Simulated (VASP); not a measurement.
# GeSe (Pnma) in VASP: band structure with PBE

Aim: the band structure of GeSe with PBE.

All numbers are computed with VASP 6.6.1; they aren't measurements. Logs are shortened: lines on timing, memory, paths and dates and some standing lists are left out, and cuts for length are marked.

## Step 1: The crystal as given

The structure is orthorhombic, space group Pnma (No. 62). Conventional cell: a = 10.790 Å, b = 3.820 Å, c = 4.380 Å, α = 90.00°, β = 90.00°, γ = 90.00°. Ge (site symmetry m) has 3 Se at 2.54 to 2.58 Å as nearest neighbours. Se (site symmetry m) is surrounded by 3 Ge at 2.54 to 2.58 Å.

## Step 2: Band structure, PBE

The input, POSCAR:

```
GeSe
1.0
   10.7900000000      0.0000000000      0.0000000000
    0.0000000000      3.8200000000      0.0000000000
    0.0000000000      0.0000000000      4.3800000000
Ge Se
4 4
Direct
    0.1210000000      0.7500000000      0.8940000000
    0.6210000000      0.7500000000      0.6060000000
    0.3790000000      0.2500000000      0.3940000000
    0.8790000000      0.2500000000      0.1060000000
    0.8520000000      0.7500000000      0.4970000000
    0.3520000000      0.7500000000      0.0030000000
    0.6480000000      0.2500000000      0.9970000000
    0.1480000000      0.2500000000      0.5030000000
```

The input, INCAR.step1:

```
SYSTEM = GeSe
PREC     = Accurate       ! precision mode
ENCUT    = 520            ! plane-wave cutoff, eV
EDIFF    = 1E-7           ! SCF threshold, eV
ISMEAR   = 0              ! smearing method
SIGMA    = 0.02           ! smearing width, eV
LREAL    = .FALSE.        ! projectors in reciprocal space
LASPH    = .TRUE.         ! aspherical terms in the spheres
NELM     = 60             ! most SCF steps
ALGO     = Normal         ! electronic algorithm
ISIF     = 2              ! what is computed and relaxed
LWAVE    = .FALSE.        ! write WAVECAR
LCHARG   = .TRUE.         ! write CHGCAR
GGA      = PE             ! functional
NBANDS   = 50             ! bands
```

The input, KPOINTS.step1:

```
regular mesh
0
G
  4 8 6
  0 0 0
```

The input, INCAR.step2:

```
SYSTEM = GeSe
PREC     = Accurate       ! precision mode
ENCUT    = 520            ! plane-wave cutoff, eV
EDIFF    = 1E-7           ! SCF threshold, eV
ISMEAR   = 0              ! smearing method
SIGMA    = 0.05           ! smearing width, eV
LREAL    = .FALSE.        ! projectors in reciprocal space
LASPH    = .TRUE.         ! aspherical terms in the spheres
NELM     = 60             ! most SCF steps
ALGO     = Normal         ! electronic algorithm
ISIF     = 2              ! what is computed and relaxed
LWAVE    = .FALSE.        ! write WAVECAR
LCHARG   = .FALSE.        ! write CHGCAR
GGA      = PE             ! functional
NBANDS   = 50             ! bands
ICHARG   = 11             ! starting density
```

The input, KPOINTS.step2:

```
path GXSYGZURTZ,YT,UX,SR
20
line-mode
reciprocal
 0.0000000000  0.0000000000  0.0000000000  G
 0.0000000000  0.5000000000  0.0000000000  X

 0.0000000000  0.5000000000  0.0000000000  X
 0.0000000000  0.5000000000  0.5000000000  S

 0.0000000000  0.5000000000  0.5000000000  S
 0.0000000000  0.0000000000  0.5000000000  Y

 0.0000000000  0.0000000000  0.5000000000  Y
 0.0000000000  0.0000000000  0.0000000000  G

 0.0000000000  0.0000000000  0.0000000000  G
 0.5000000000  0.0000000000  0.0000000000  Z

 0.5000000000  0.0000000000  0.0000000000  Z
 0.5000000000  0.5000000000  0.0000000000  U

 0.5000000000  0.5000000000  0.0000000000  U
 0.5000000000  0.5000000000  0.5000000000  R

 0.5000000000  0.5000000000  0.5000000000  R
 0.5000000000  0.0000000000  0.5000000000  T

 0.5000000000  0.0000000000  0.5000000000  T
 0.5000000000  0.0000000000  0.0000000000  Z

 0.0000000000  0.0000000000  0.5000000000  Y
 0.5000000000  0.0000000000  0.5000000000  T

 0.5000000000  0.5000000000  0.0000000000  U
 0.0000000000  0.5000000000  0.0000000000  X

 0.0000000000  0.5000000000  0.5000000000  S
 0.5000000000  0.5000000000  0.5000000000  R
```

Potentials or basis: VASP PAW PBE potentials, release 64 (Ge_d, Se).

Command:

```bash
> cat potpaw_PBE.64/Ge_d/POTCAR potpaw_PBE.64/Se/POTCAR > POTCAR
> cp INCAR.step1 INCAR
> cp KPOINTS.step1 KPOINTS
> mpirun -np 1 vasp_std > vasp.out
> cp INCAR.step2 INCAR
> cp KPOINTS.step2 KPOINTS
> mpirun -np 1 vasp_std > vasp.out
```

OUTCAR:

```text
SYSTEM = GeSe
   PREC = Accurate
   ENCUT = 520
   EDIFF = 1E-7
   ISMEAR = 0
   LREAL = .FALSE.
   LASPH = .TRUE.
   NELM = 60
   ISIF = 2
   GGA = PE
   ICHARG = 11

 ion  position               nearest neighbor table
   1  0.121  0.750  0.894-   6 2.54   8 2.58   8 2.58
   2  0.621  0.750  0.606-   5 2.54   7 2.58   7 2.58
   3  0.379  0.250  0.394-   8 2.54   6 2.58   6 2.58
   4  0.879  0.250  0.106-   7 2.54   5 2.58   5 2.58
   5  0.852  0.750  0.497-   2 2.54   4 2.58   4 2.58
   6  0.352  0.750  0.003-   1 2.54   3 2.58   3 2.58
   7  0.648  0.250  0.997-   4 2.54   2 2.58   2 2.58
   8  0.148  0.250  0.503-   3 2.54   1 2.58   1 2.58

  LATTYP: Found a simple orthorhombic cell.
 ALAT       =     3.8200000000
 B/A-ratio  =     1.1465968586
 C/A-ratio  =     2.8246073298

  Lattice vectors:

 A1 = (   0.0000000000,   3.8200000000,   0.0000000000)
 A2 = (   0.0000000000,   0.0000000000,   4.3800000000)
 A3 = (  10.7900000000,   0.0000000000,   0.0000000000)

Analysis of symmetry for initial positions (statically):
=====================================================================
 Subroutine PRICEL returns:
 Original cell was already a primitive cell.

 Routine SETGRP: Setting up the symmetry group for a
 simple orthorhombic supercell.

 Subroutine GETGRP returns: Found  8 space group operations
 (whereof  2 operations were pure point group operations)
 out of a pool of  8 trial point group operations.

The static configuration has the point symmetry S_2 .
 The point group associated with its full space group is D_2h.

Analysis of symmetry for dynamics (positions and initial velocities):
=====================================================================
 Subroutine PRICEL returns:
 Original cell was already a primitive cell.

 Routine SETGRP: Setting up the symmetry group for a
 simple orthorhombic supercell.

 Subroutine GETGRP returns: Found  8 space group operations
 (whereof  2 operations were pure point group operations)
 out of a pool of  8 trial point group operations.

The dynamic configuration has the point symmetry S_2 .
 The point group associated with its full space group is D_2h.

 Subroutine INISYM returns: Found  8 space group operations
 (whereof  2 operations are pure point group operations),
[... 100 lines left out ...]
   LSORBIT =      F    spin-orbit coupling
   LASPH  =      T    aspherical Exc in radial PAW
   ENCUT  =  520.0 eV  38.22 Ry    6.18 a.u.  20.06  7.10  8.14*2*pi/ulx,y,z
   NELM   =     60;   NELMIN=  2; NELMDL=  0     # of ELM steps
   EDIFF  = 0.1E-06   stopping-criterion for ELM
   LREAL  =      F    real-space projection
   EDIFFG = 0.1E-05   stopping-criterion for IOM
   NSW    =      0    number of steps for IOM
   IBRION =     -1    ionic relax: 0-MD 1-quasi-New 2-CG
   NFREE  =      0    steps in history (QN), initial steepest desc. (CG)
   ISIF   =      2    stress and relaxation
   ISYM   =      2    0-nonsym 1-usesym 2-fastsym
   POTIM  = 0.5000    time-step for ionic-motion
   TEBEG  =    0.0;   TEEND  =   0.0 temperature during run
   PSTRESS=    0.0 pullay stress
   NELECT =      80.0000    total number of electrons
   NUPDOWN=      -1.0000    fix difference up-down
   EMIN   =  10.00;   EMAX   =-10.00  energy-range for DOS
   EFERMI =   0.00;   METHOD = LEGACY
   ISMEAR =     0;   SIGMA  =   0.05  broadening in eV -4-tet -1-fermi 0-gaus
   EFERMI_NEDOS =   21; number of points for ismear=-14 and -15
   IALGO  =     38    algorithm
   IMIX   =      4    mixing-type and parameters
     AMIX     =   0.40;   BMIX     =  1.00
     AMIX_MAG =   1.60;   BMIX_MAG =  1.00
  volume/ion in A,a.u.               =      22.57       152.29
  Fermi-wavevector in a.u.,A,eV,Ry     =   1.248107  2.358580 21.194766  1.557771
  Thomas-Fermi vector in A             =   2.382209
   LORBIT       =      0    0 simple, 1 ext, 2 COOP (PROOUT), +10 PAW based schemes
   GGA     = PE    functional components
   LHFCALC =     F    Hartree Fock is set to
   AEXX    =    0.0000 exact exchange contribution
   IVDW    =     0    specifies the selected vdW correction
   LEPSILON=     F    determine dielectric tensor
   LRPA    =     F    only Hartree local field effects (RPA)
 non-spin polarized calculation
 Gauss-broadening in eV      SIGMA  =   0.05
  energy-cutoff  :      520.00
  volume of cell :      180.53
 maximum number of plane-waves:      4904

 number of electron      80.0000021 magnetization

 Free energy of the ion-electron system (eV)
  ---------------------------------------------------
  ext. energy  EPLUGINS =         0.00000000
  ---------------------------------------------------
  free energy    TOTEN  =       -33.13673240 eV

  energy without entropy =      -33.13673240  energy(sigma->0) =      -33.13673240

 E-fermi :   4.8308     XC(G=0): -10.0201

 val. band max:        4.5408830818   @ k =   0.0000   0.0000   0.3421
 cond. band min:       5.1769037971   @ k =   0.0000   0.0000   0.0000
 fundamental gap:      0.6360207153
 Fermi energy:         4.8307733808

 k-point     1 :       0.0000    0.0000    0.0000
  band No.  band energies     occupation
      1     -20.0325      2.00000
      2     -20.0297      2.00000
      3     -20.0294      2.00000
      4     -20.0277      2.00000
      5     -20.0276      2.00000
      6     -20.0275      2.00000
[... 1261 lines left out ...]
     49       8.0638      0.00000
     50       8.0638      0.00000

 [... further k-points ...]
[... 5 lines left out ...]
  --------------------------------------------------------------------------------------
  -------------------------------------------------------------------------------------
  Total        0.5780036      8.2585462      3.6131999      0.0000000      0.0000000      0.0000000
  in kB        5.1295851     73.2917793     32.0659166      0.0000000      0.0000000      0.0000000
  external PRESSURE =      36.8290937 kB  Pullay stress =       0.0000000 kB

 VOLUME and BASIS-vectors are now :
 -----------------------------------------------------------------------------
  energy-cutoff  :      520.00
  volume of cell :      180.53
      direct lattice vectors                 reciprocal lattice vectors
    10.790000000  0.000000000  0.000000000     0.092678406  0.000000000  0.000000000
     0.000000000  3.820000000  0.000000000     0.000000000  0.261780105  0.000000000
     0.000000000  0.000000000  4.380000000     0.000000000  0.000000000  0.228310502

 POSITION                                       TOTAL-FORCE (eV/Angst)
 -----------------------------------------------------------------------------------
      1.30559      2.86500      3.91572        -0.031814     -0.000000     -0.098474
      6.70059      2.86500      2.65428        -0.031814     -0.000000      0.098474
      4.08941      0.95500      1.72572         0.031814     -0.000000     -0.098474
      9.48441      0.95500      0.46428         0.031814      0.000000      0.098474
      9.19308      2.86500      2.17686         0.036298     -0.000000     -0.122990
      3.79808      2.86500      0.01314         0.036298     -0.000000      0.122990
      6.99192      0.95500      4.36686        -0.036298     -0.000000     -0.122990
      1.59692      0.95500      2.20314        -0.036298      0.000000      0.122990
 -----------------------------------------------------------------------------------
    total drift:                               -0.000000      0.000000      0.000000

  FREE ENERGIE OF THE ION-ELECTRON SYSTEM (eV)
  ---------------------------------------------------
  free  energy   TOTEN  =       -33.1367324011 eV

  energy  without entropy=      -33.1367324011  energy(sigma->0) =      -33.13673240
```

Run time: 19 min. Hardware: 1 thread of AMD EPYC 9R45 (Zen 5), shared host; peak memory 1.4 GiB.

Results:

```
Band gap on the k mesh  : 0.63 eV, indirect (least direct gap 0.73 eV)
Band gap along the path : 0.64 eV, indirect (least direct gap 0.73 eV)
```

Levels at the corners of the path, in eV from the valence-band top:
| point | band 36 | band 37 | band 38 | band 39 | band 40 | band 41 | band 42 | band 43 | band 44 | band 45 |
| --- | --- | --- | --- | --- | --- | --- | --- | --- | --- | --- |
| Γ | -1.87 | -1.34 | -1.10 | -0.82 | -0.09 | 0.64 | 2.64 | 2.73 | 2.75 | 3.05 |
| X | -2.03 | -1.48 | -1.48 | -1.22 | -1.22 | 1.14 | 1.14 | 1.22 | 1.22 | 1.74 |
| X | -2.03 | -1.48 | -1.48 | -1.22 | -1.22 | 1.14 | 1.14 | 1.22 | 1.22 | 1.74 |
| S | -3.47 | -2.27 | -2.27 | -1.56 | -1.56 | 2.96 | 2.96 | 3.27 | 3.27 | 4.91 |
| S | -3.47 | -2.27 | -2.27 | -1.56 | -1.56 | 2.96 | 2.96 | 3.27 | 3.27 | 4.91 |
| Y | -1.41 | -1.01 | -1.01 | -0.39 | -0.39 | 1.34 | 1.34 | 2.10 | 2.10 | 2.10 |
| Y | -1.41 | -1.01 | -1.01 | -0.39 | -0.39 | 1.34 | 1.34 | 2.10 | 2.10 | 2.10 |
| Γ | -1.87 | -1.34 | -1.10 | -0.82 | -0.09 | 0.64 | 2.64 | 2.73 | 2.75 | 3.05 |
| Γ | -1.87 | -1.34 | -1.10 | -0.82 | -0.09 | 0.64 | 2.64 | 2.73 | 2.75 | 3.05 |
| Z | -2.14 | -1.65 | -1.65 | -0.40 | -0.40 | 2.35 | 2.35 | 2.51 | 2.51 | 3.56 |
| Z | -2.14 | -1.65 | -1.65 | -0.40 | -0.40 | 2.35 | 2.35 | 2.51 | 2.51 | 3.56 |
| U | -2.34 | -1.61 | -1.61 | -1.61 | -1.61 | 1.48 | 1.48 | 1.48 | 1.48 | 2.04 |
| U | -2.34 | -1.61 | -1.61 | -1.61 | -1.61 | 1.48 | 1.48 | 1.48 | 1.48 | 2.04 |
| R | -4.10 | -1.50 | -1.50 | -1.50 | -1.50 | 2.55 | 2.55 | 2.55 | 2.55 | 4.91 |
| R | -4.10 | -1.50 | -1.50 | -1.50 | -1.50 | 2.55 | 2.55 | 2.55 | 2.55 | 4.91 |
| T | -1.91 | -0.65 | -0.65 | -0.49 | -0.49 | 1.38 | 1.38 | 2.06 | 2.06 | 2.17 |
| T | -1.91 | -0.65 | -0.65 | -0.49 | -0.49 | 1.38 | 1.38 | 2.06 | 2.06 | 2.17 |
| Z | -2.14 | -1.65 | -1.65 | -0.40 | -0.40 | 2.35 | 2.35 | 2.51 | 2.51 | 3.56 |
| Y | -1.41 | -1.01 | -1.01 | -0.39 | -0.39 | 1.34 | 1.34 | 2.10 | 2.10 | 2.10 |
| T | -1.91 | -0.65 | -0.65 | -0.49 | -0.49 | 1.38 | 1.38 | 2.06 | 2.06 | 2.17 |
| U | -2.34 | -1.61 | -1.61 | -1.61 | -1.61 | 1.48 | 1.48 | 1.48 | 1.48 | 2.04 |
| X | -2.03 | -1.48 | -1.48 | -1.22 | -1.22 | 1.14 | 1.14 | 1.22 | 1.22 | 1.74 |
| S | -3.47 | -2.27 | -2.27 | -1.56 | -1.56 | 2.96 | 2.96 | 3.27 | 3.27 | 4.91 |
| R | -4.10 | -1.50 | -1.50 | -1.50 | -1.50 | 2.55 | 2.55 | 2.55 | 2.55 | 4.91 |

Caveat: the log is that of the step along the path at fixed density, whose energy, stress, charges and moments have no meaning.
